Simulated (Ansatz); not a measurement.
AlN, h-MgO type, relaxed with r2SCAN in the plane-wave code Ansatz: the symmetry is P6_3/mmc (No. 194, hexagonal); a = 3.292 Å, c = 4.137 Å in the conventional setting, 9.71 Å³ an atom. Al has 5 N at 1.90–2.07 Å; N has 5 Al at 1.90–2.07 Å. The primitive cell holds 4 atoms in 38.83 Å³. Spin-unpolarised throughout. Whether this structure exists isn't addressed.

Computed values: PBE gives a gap of 3.46 eV and PBE0 (25 % exact exchange) 5.46 eV; one over PBE's mean ε∞ is 0.217. HSE06 (6×6×4) gives a least gap of 4.74 eV, direct. PBEsol's static dielectric constant, on its own cell and averaged over directions, is 19.7.

(1) What is the density?

(2) Taking the gap as linear in the share of unscreened exchange, estimate the gap of the hybrid whose share is 1/ε∞.

(3) At what wavelength does absorption set in by HSE06, excitons left aside?

(4) As a gate dielectric 2.5 nm thick, what equivalent oxide thickness and capacitance would it have, with 3.9 for amorphous SiO₂?

Answers

(1) The cell holds 2 Al, 2 N: M = 2×26.982 + 2×14.007 = 81.98 u in V = 38.83 Å³. ρ = 1.66054 × M/V = 1.66054 × 81.98/38.83 = 3.506 g/cm³, for the static r2SCAN lattice.

(2) The slope is (5.46 − 3.46)/0.25 = 8.00 eV per unit share, so E_g ≈ 3.46 + 8.00 × 0.217 = 5.20 eV. The run with that share gives 5.19 eV (6×6×4 mesh), -0.01 eV from the straight line.

(3) λ = 1239.84 eV nm/E: 262 nm for the least gap. That lies in the ultraviolet, so by this gap the crystal is transparent to visible light.

(4) EOT = t × 3.9/κ = 2.5 × 3.9/19.7 = 0.49 nm; C/A = ε₀κ/t = 8.854 × 19.7/2.5 = 69.8 fF/µm². This takes the ideal crystal's mean κ, without interface layers; the tensor is anisotropic (8.4, 8.4, 42.4), so an oriented film differs.

The meshes of the hybrids are coarse, so their gaps aren't converged to the digits shown.
